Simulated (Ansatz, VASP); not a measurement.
**Ge2H in VASP and in Ansatz**

```
CELL_PARAMETERS angstrom
8.06015 0.00000 0.00000
-4.03007 6.98029 0.00000
0.00000 0.00000 23.17318
ATOMIC_POSITIONS crystal
Ge 0.66667 0.33333 0.41125
Ge 0.66667 0.83333 0.41125
Ge 0.16667 0.33333 0.41125
Ge 0.16667 0.83333 0.41125
Ge 0.50000 0.50000 0.44675
Ge 0.50000 0.00000 0.44675
Ge 0.00000 0.50000 0.44675
Ge 0.00000 0.00000 0.44675
Ge 0.00000 0.50000 0.55241
Ge 0.00000 0.00000 0.55241
Ge 0.50000 0.50000 0.55241
Ge 0.50000 0.00000 0.55241
Ge 0.83333 0.66667 0.58636
Ge 0.83333 0.16667 0.58636
Ge 0.33333 0.66667 0.58636
Ge 0.33333 0.16667 0.58636
H 0.66667 0.33333 0.34419
H 0.66667 0.83333 0.34419
H 0.16667 0.33333 0.34419
H 0.16667 0.83333 0.34419
H 0.83333 0.66667 0.65348
H 0.83333 0.16667 0.65348
H 0.33333 0.66667 0.65348
H 0.33333 0.16667 0.65348
```

Alike in both runs: functional PBE; dispersion D3(BJ); k mesh 3 × 3 × 1; occupations gaussian, width 0.1 eV; no spin polarisation.

Ansatz relaxed the structure, and its values are those at the end. VASP's run is a single point on that final structure, the one shown.

|  | VASP | Ansatz |
| --- | --- | --- |
| version | VASP 6.6.1 | Ansatz 0.2.0 |
| potentials or method | VASP PAW PBE potentials, release 64 (Ge_d, H) | scalar-relativistic, plane waves, PAW |
| plane-wave cutoff (eV) | 520 | 420 |
| valence electrons in the cell | 232 | 232 |

Ansatz gave:

```
gap on the k mesh at the Fermi level (eV) : 0.68
least direct gap on the mesh (eV)         : 0.68
rms of the force components (eV/Å)        : 0.080
```

**Question.** What did VASP give for the same quantities?

**Answer.** gap on the k mesh at the Fermi level (eV): 0.69; least direct gap on the mesh (eV): 0.69; rms of the force components (eV/Å): 0.076.
